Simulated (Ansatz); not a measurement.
**Compressing Al₂Ru**

The calculation used DFT PBEsol, scalar-relativistic, plane waves, PAW in Ansatz. Settings: 420 eV cutoff, 10×10×10 k-mesh, Gaussian smearing of 0.01 eV, no spin polarisation.

The relaxed crystal:

```xyz
6
Lattice="0.0000 3.9876 4.3851 2.3506 0.0000 4.3851 2.3506 3.9876 0.0000" Properties=species:S:1:pos:R:3 pbc="T T T"
Al    1.1753    0.6296    2.1925
Al    1.1753    3.3580    2.1925
Al    2.3506    1.3642    4.3851
Al    2.3506    6.6111    4.3851
Ru    3.5259    5.9815    6.5776
Ru    2.3506    3.9876    4.3851
```

Cell and atoms are relaxed at each pressure within the symmetry of the start, at zero temperature, so transitions that lower the symmetry aren't seen. The k-mesh given is that at zero pressure and may differ at others. a, b and c are the lengths of the cell vectors above. ΔH is E + PV over the energy at zero pressure. Gaps are Kohn–Sham gaps over the whole zone.

| P (GPa) | V (Å³/atom) | V/V0 | a (Å) | b (Å) | c (Å) | α (°) | β (°) | γ (°) | ΔH (eV/atom) | gap (eV) |
| --- | --- | --- | --- | --- | --- | --- | --- | --- | --- | --- |
| -3 | 13.94 | 1.018 | 5.961 | 5.001 | 4.659 | 76.1 | 54.5 | 49.4 | -0.259 | 0.07 |
| 0 | 13.70 | 1.000 | 5.927 | 4.975 | 4.629 | 76.1 | 54.6 | 49.3 | 0.000 | 0.08 |
| 3 | 13.48 | 0.984 | 5.895 | 4.951 | 4.602 | 76.1 | 54.6 | 49.3 | 0.254 | 0.08 |
| 8 | ? | ? | ? | ? | ? | ? | ? | ? | ? | ? |
| 15 | 12.75 | 0.931 | 5.788 | 4.870 | 4.508 | 76.1 | 54.8 | 49.1 | 1.236 | 0.10 |
| 30 | 12.06 | 0.880 | 5.681 | 4.788 | 4.418 | 76.1 | 54.9 | 49.0 | 2.396 | 0.12 |
| 60 | ? | ? | ? | ? | ? | ? | ? | ? | ? | ? |

Problem. What stands in the row for 8 GPa?

Solution. V 13.15 Å³/atom; V/V0 0.960; a 5.848 Å; b 4.916 Å; c 4.559 Å; α 76.1 °; β 54.7 °; γ 49.2 °; ΔH 0.670 eV/atom; gap 0.09 eV.

Problem. What stands in the row for 60 GPa?

Solution. V 11.08 Å³/atom; V/V0 0.809; a 5.521 Å; b 4.662 Å; c 4.286 Å; α 76.1 °; β 55.0 °; γ 48.9 °; ΔH 4.556 eV/atom; gap 0.14 eV.